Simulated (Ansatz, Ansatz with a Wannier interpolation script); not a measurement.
# Settings in Wannier-interpolated G0W0: Te2Pt (1T monolayer)

Wanted: errors and cost of interpolated bands of Te2Pt (1T monolayer) under coarser or faulty settings.

Calculated with Ansatz 0.2.0; maximally localised Wannier functions, PBE, plane waves, PAW.

Report form: the programs' logs are mostly left out.

## Step 1: Starting point

The cell holds 3 atoms: 1 Pt and 2 Te. Its edges and angles: a = 4.027 Å, b = 4.027 Å, c = 28.700 Å, α = 90.0°, β = 90.0°, γ = 120.0°. Vacuum lies along c.

The structure was relaxed with PBE. The structure was generated from a model, not taken from a measurement. The runs that relaxed it are not among those shown. Spin-orbit coupling is left out unless a step names it. The default PAW set here is soft_2. Its files were made with PBE. The Coulomb interaction is cut off across the vacuum.

## Step 2: Wannier model on 12×12×1

Localised functions give a small Hamiltonian that interpolates between mesh points at no cost.

input.yaml

```yaml
crystal:
  lattice:
    - [4.0267572105, 0.0, 0.0]
    - [-2.0133786052, 3.4872740392, 0.0]
    - [0.0, 0.0, 28.7]
  atoms:
    - { symbol: Pt, position: [0.0, 0.0, 0.5] }
    - { symbol: Te, position: [0.3333333333, 0.6666666667, 0.5483293214] }
    - { symbol: Te, position: [0.6666666667, 0.3333333333, 0.4516706786] }
  periodic: [true, true, false]
kpoints:
  mp_grid: { grid: [6, 6, 1] }
hamiltonian:
  xc: pbe
scf:
  occupations: { method: fixed }
  n_extra_bands: 197
output:
  wannier:
    kmesh: [12, 12, 1]
    projections: [{ species: Pt, l: d, shell: 5 }, { species: Te, l: p, shell: 5 }]
    minimise: true
    write_hr: true
    seedname: w
    conv_tol: 1.0e-07
    max_iter: 4000
    disentanglement:
      window: [-11.03, -0.5]
      frozen_window: [-11.03, -3.5]
      conv_tol: 1.0e-08
```

Command:

```console
$ ansatz run input.yaml --threads 8 --pin off --max-ram 18432MiB --backend cpu --events-out ev --progress --plain --runs-dir out
```

It took 71 s on 8 threads of Intel Xeon at 2.70GHz, shared host; peak memory 4.9 GiB.

This step gave:

* gauge-invariant spread: 23.67 Å²
* diagonal spread: 0.01639 Å²
* off-diagonal spread: 1.255 Å²
* total spread: 24.94 Å²
* least projectability: 0.6517
* localisation steps: 73
* disentanglement steps: 58
* r.m.s. interpolation error: 4.29e-4 eV
* r.m.s. error near the gap: 6.96e-4 eV

Near the gap the model misses directly solved bands by 0.7 meV r.m.s. and by 4 meV at most in the window tested. This tests the starting bands, not the corrections carried with them.

## Step 3: Wannier model on 6×6×1

Changes to input.yaml since step 2:

```diff
@@ -19,3 +19,3 @@
   wannier:
-    kmesh: [12, 12, 1]
+    kmesh: [6, 6, 1]
     projections: [{ species: Pt, l: d, shell: 5 }, { species: Te, l: p, shell: 5 }]
```

Elapsed: 36 s, on 8 threads; peak memory 3.2 GiB.

Numbers from this step:

```yaml
gauge_invariant_spread: 22.31 Å²
diagonal_spread: 0.01637 Å²
off_diagonal_spread: 1.305 Å²
total_spread: 23.64 Å²
least_projectability: 0.6518
localisation_steps: 25
disentanglement_steps: 30
r_m_s_interpolation_error: 0.006743 eV
r_m_s_error_near_the_gap: 0.01085 eV
```

Near the gap the model misses directly solved bands by 10.8 meV r.m.s. and by 52 meV at most in the window tested. This tests the starting bands, not the corrections carried with them.

Frozen up to 1.30 eV; above it the model need not follow the bands. The electronic bands at the labelled points (eV, zero at the valence-band top; v1 is the highest filled band, c1 the lowest empty one):

```
  point     v4     v3     v2     v1    c1    c2
      Γ  -1.87  -0.61   0.00   0.00  2.33  2.33
halfway  -2.68  -1.25  -0.73  -0.43  0.79  1.98
      M  -2.86  -2.53  -2.04  -1.58  1.70  2.08
halfway  -2.92  -2.75  -1.57  -1.55  1.24  1.56
      K  -3.04  -2.42  -1.63  -1.63  1.10  1.10
halfway  -2.80  -1.34  -1.32  -0.29  1.06  1.33
      Γ  -1.87  -0.61   0.00   0.00  2.33  2.33
```

The same for Kohn-Sham, solved directly:

```
point     v4     v3     v2     v1    c1    c2
    Γ  -1.87  -0.61   0.00   0.00  2.33  2.33
    M  -2.86  -2.53  -2.04  -1.58  1.68  2.08
    K  -3.04  -2.42  -1.63  -1.63  1.10  1.10
    Γ  -1.87  -0.61   0.00   0.00  2.33  2.33
```

## Step 4: A faulty Wannier input

Changes to input.yaml since step 3:

```diff
@@ -25,3 +25,3 @@
     conv_tol: 1.0e-07
-    max_iter: 4000
+    max_iter: 3
     disentanglement:
```

Run time: 0.09 s. Hardware: 8 threads; peak memory 0.092 GiB.

The program refused the input before any cycle.

The program's message: “Error: invalid value for `output.wannier.max_iter`: must be ≥ 5; got 3”

The fault put into this input: too few iterations.

## Step 5: G0W0: 6×6×1 mesh, 654 empty bands, screening to 80 eV

G0W0 replaces the xc potential by the self-energy, built once from these orbitals. Only a window of levels is corrected, while the sums run over the empty bands that the input names.

This step: G0W0 on PBE, plane waves, PAW.

input.yaml, the sections that differ from step 4:

```yaml
scf:
  occupations: { method: fixed }
gw:
  n_empty_bands: 654
  ecut_chi: 80.0
  qp_bands: [v9, c2]
  screening: { model: contour_deformation }
# crystal, kpoints, hamiltonian: as in step 4
# output: removed
```

Wall time 7 min (8 threads); peak memory 8 GiB.

The G0W0 gap on the mesh is 1.613 eV.

## Step 6: G0W0: 3×3×1 mesh, 654 empty bands, screening to 80 eV

Changes to input.yaml since step 5:

```diff
@@ -11,3 +11,3 @@
 kpoints:
-  mp_grid: { grid: [6, 6, 1] }
+  mp_grid: { grid: [3, 3, 1] }
 hamiltonian:
```

It took 81 s on 8 threads; peak memory 3.5 GiB.

The G0W0 gap on the mesh is 1.923 eV.

## Step 7: G0W0: 6×6×1 mesh, 304 empty bands, screening to 48 eV, plasmon pole

input.yaml, the sections that differ from step 6:

```yaml
kpoints:
  mp_grid: { grid: [6, 6, 1] }
gw:
  n_empty_bands: 304
  ecut_chi: 48
  qp_bands: [v9, c2]
  screening: { model: godby_needs }
# crystal, hamiltonian, scf: as in step 6
```

The job ended after 1.9 min (8 threads; peak memory 3.2 GiB).

The G0W0 gap on the mesh is 1.632 eV.

## Step 8: Interpolated results

Times are wall times on 8 threads of Intel Xeon at 2.70GHz, shared host, good to a factor of about two.

```
GW mesh  empty bands  cutoff (eV)            frequency  gap on mesh (eV)  gap over zone (eV)  direct gap (eV)  valence width (eV)  GW time
  6×6×1          654           80  contour deformation             1.613               1.311            1.609               6.083    7 min
  3×3×1          654           80  contour deformation             1.923               1.490            1.604               6.180     81 s
  6×6×1          304           48         plasmon pole             1.632               1.301            1.687               6.406  1.9 min
```

## Step 9: Outcome

```
6×6×1 mesh, 654 empty bands, screening to 80 eV               : 1.31 eV
3×3×1 mesh, 654 empty bands, screening to 80 eV               : 1.49 eV
6×6×1 mesh, 304 empty bands, screening to 48 eV, plasmon pole : 1.30 eV
```

In words: The largest change, +0.18 eV in the gap over the zone, comes with 3×3×1 mesh, 654 empty bands, screening to 80 eV. The first run is a reference, not a converged one, and where a row moves several settings no single cause can be named. Rows on another GW mesh add that mesh's corrections to the bands of the one model. Coarser Wannier mesh (6×6×1): the miss near the gap goes from under 1 (the model on 12×12×1) to 11 meV and the total spread from 24.9 to 23.6 Å². With 3×3×1 mesh, 654 empty bands, screening to 80 eV the gap over the zone moves by +0.18 eV and that on the mesh by +0.31 eV. With 6×6×1 mesh, 304 empty bands, screening to 48 eV, plasmon pole the gap over the zone moves by −0.01 eV and that on the mesh by +0.02 eV. Gaps over the zone and on the mesh differ where an edge lies off the mesh, or where a GW run starts from another density: the starting gap over the zone is 0.767 eV, on the GW meshes it is 0.998 eV and 1.072 eV. The runs have no spin polarisation. For a closed low-spin shell that is the natural state; where a d or f shell is open it is a constraint, and the gap is then not the crystal's own. With d states at the gap, one-shot GW leans hard on its start. The many-body steps are scalar-relativistic: spin-orbit coupling is not in them.

[Paths, hosts, dates, memory and timing lines, banners, echoed tables and standing remarks are left out of the program output.]

[Logs are printed without paths, hosts, clocks, repeated set-up lines and the standing remarks that a program may print on its own settings, such as how far it seeks lower states.]

[Runs of the session that timed out or met a known fault of the program may be left out.]

[Hosts, paths, dates, database ids (printed as entryN), source tags and the programs' standing remarks are cut or masked in the printed files.]
